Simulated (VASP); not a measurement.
Runs of VASP 6.6.1 on MgO. Symmetry: P6_3mc, No. 186, hexagonal system. Conventional cell: a = 3.308 Å, b = 3.308 Å, c = 4.983 Å, α = 90.00°, β = 90.00°, γ = 120.00°. Mg (site symmetry 3m) is surrounded by 4 O at 1.97 to 1.99 Å. Around O (site symmetry 3m) lie 4 Mg at 1.97 to 1.99 Å. Measurements of this composition are mostly on another form, of space group No. 225.

| level | potentials or basis | k mesh | cutoff (eV) | mesh quality | gap on the mesh (eV) | pressure (GPa) | relaxed volume (Å³/atom) |
| --- | --- | --- | --- | --- | --- | --- | --- |
| RPBE | VASP PAW PBE potentials, release 64 (Mg, O) | 9 × 9 × 6 | 600 | not flagged | 3.42 | 0.0 | (a) |
| PBEsol | VASP PAW PBE potentials, release 64 (Mg, O) | 9 × 9 × 6 | 600 | not flagged | 3.37 | 0.0 | 11.81 |
| LDA | VASP PAW LDA potentials, release 64 (Mg, O) | 9 × 9 × 6 | 600 | not flagged | (b) | 0.0 | 10.53 |
| PBEsol | VASP PAW PBE potentials, release 64 (Mg, O) | 3 × 3 × 2 | 600 | coarse | 3.29 | 0.0 | 11.05 |
| PBEsol | VASP PAW PBE potentials, release 64 (Mg, O_s) | 9 × 9 × 6 | 480 | not flagged | 3.37 | 0.0 | 11.81 |

Alike in all rows: task relaxation of cell and atoms; no spin polarisation; cell relaxed; smearing gaussian 0.02 eV.

**Question.** Estimate the missing entries.

**Answer.** (a) 12.48; (b) 3.56.

Caveats: some runs use coarse meshes; the PAW data sets were made with another functional, which shifts forces and pressure a little (some runs); an odd mesh through Γ misses points on the zone boundary, where band edges often lie (some runs).

Runs at the PBE level aren't shown here.
